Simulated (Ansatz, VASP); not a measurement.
Be: the functional in 2 programs

The cell as given:

```xyz
1
Lattice="2.0208 0.0000 0.0000 0.0000 2.0208 0.0000 0.0000 0.0000 2.6616" Properties=species:S:1:pos:R:3 pbc="T T T"
Be    0.0000    0.0000    1.3308
```

This isn't the form of Be at room conditions, which is hcp.

Kept alike: task relaxation of cell and atoms; k mesh 13 × 13 × 10; occupations fermi-dirac, width 0.05 eV; no spin polarisation. The mesh is that of the run's cell of 1 atom. No spin-orbit coupling.

- A: Ansatz, Ansatz PAW, made for PBE, cutoff 420 eV
- B: VASP; PBE PAW files Be, 600 eV (BLYP, PBE, PBEsol, RPBE, revPBE); LDA PAW files Be, 600 eV (LDA)

| functional | A: volume (Å³/atom) | B: volume (Å³/atom) |
| --- | --- | --- |
| BLYP | 12.112 | 12.151 |
| LDA | 10.381 | ? |
| PBE | 10.886 | 10.888 |
| PBEsol | 10.704 | 10.728 |
| RPBE | 11.180 | 11.179 |
| revPBE | 11.138 | 11.138 |

Values on potentials made for another functional: A at BLYP, LDA, PBEsol, RPBE, revPBE; B at BLYP, PBEsol, RPBE, revPBE. Values hold for each row's relaxed cell, which stops near the pressure aimed at (zero). Ansatz's stress holds its Pulay term. For a metal such a mesh leaves the last digits unconverged.

Question: Estimate the value left open.

Answer: In the median of the other rows B lies +0.002 Å³/atom from the other column, which points to 10.383; the run gave 10.407 Å³/atom, +0.024 from it.
